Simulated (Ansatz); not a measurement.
# RuO2 under a change: uniaxial stress, 0.5 GPa compression along z

Base system: RuO2 in the rutile structure (space group P4_2/mnm, No. 136; a = 4.4799 Å, c = 3.1069 Å). Axes: x, y, z lie along a, b, c of the conventional cell.

Perturbation: uniaxial stress, 0.5 GPa compression along z, with the cell and atoms free to relax against it.

Method: r2SCAN (Ansatz, a program for electronic structure, PAW, no spin-orbit coupling). Settings: 11×11×15 k-points, 0.05 eV Fermi–Dirac smearing.

| quantity | base | changed | shift |
|---|---|---|---|
| volume per atom | 10.39 Å³ | 10.39 Å³ | 0.00 Å³ |
| space group | P4_2/mnm (No. 136) | P4_2/mnm (No. 136) | – |
| shortest interatomic distance | 1.934 Å | 1.935 Å | +0.0001 Å |
| energy relative to the base (free energy F) | 0 meV/atom | 0.0 meV/atom | 0.0 meV/atom |
| band gap | zero | zero | – |
| strain response (xx, yy, zz) (rough) | – | (+0.04, +0.04, −0.12) % | – |

Cost of the whole job for the changed cell (relaxation, final SCF and bands): roughly 3 core-minutes.

Without a gap, meshes like the base's 11×11×15 leave anisotropic stresses uncertain by several tenths of a GPa, and small strain energies with them. Beyond what the load breaks, stability against distortions was not tested. Seeded moments were not kept for the base. No Hubbard U is applied, and correlation can decide whether such a compound is a metal. All final runs are without spin polarisation.
